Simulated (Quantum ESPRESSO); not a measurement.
A run of Quantum ESPRESSO 7.5:

Contents of pw.in:

```
&CONTROL
  calculation = 'scf'
  prefix = 'pwscf'
  outdir = './tmp'
  pseudo_dir = './pseudo'
  tprnfor = .true.
  tstress = .true.
  disk_io = 'nowf'
/
&SYSTEM
  ibrav = 0
  nat = 4
  ntyp = 2
  ecutwfc = 60
  ecutrho = 480
  nbnd = 26
  occupations = 'smearing'
  smearing = 'fd'
  degauss = 0.00367493
/
&ELECTRONS
  conv_thr = 8d-10
  electron_maxstep = 120
  mixing_beta = 0.5
/
ATOMIC_SPECIES
Cd   112.4140 Cd.pbe-dn-rrkjus_psl.0.3.1.UPF
Se    78.9710 Se_pbe_v1.uspp.F.UPF
CELL_PARAMETERS angstrom
  -0.0181338800   -2.5578765700   -2.9617712800
  -2.8492158900    0.0620296300   -3.0419347900
   2.9909274400    2.9400786400   -6.2876107500
ATOMIC_POSITIONS crystal
Cd     0.5032661500    0.4964125600    0.5001460600
Cd     0.0002483800    0.9977688700    0.0000315300
Se     0.7496790400    0.7551531000    0.7504991400
Se     0.2468064300    0.2506654700    0.2493232700
K_POINTS automatic
8 8 4 0 0 0
```

Potentials or basis: SSSP 1.3 efficiency PBE.

The run is started by

```sh
$ OMP_NUM_THREADS=1 pw.x -in pw.in > pw.out
```

Hardware: 1 thread of AMD EPYC 9R14 (Zen 4) (shared host).

Task: How long does it take, and how much memory?

Result: Run time: 3.7 min on 1 thread of AMD EPYC 9R14 (Zen 4), on a shared host, peak memory 0.69 GiB. Counts: scf iterations 10, k pools 1, bands 26, k points 132, g dense 113009.
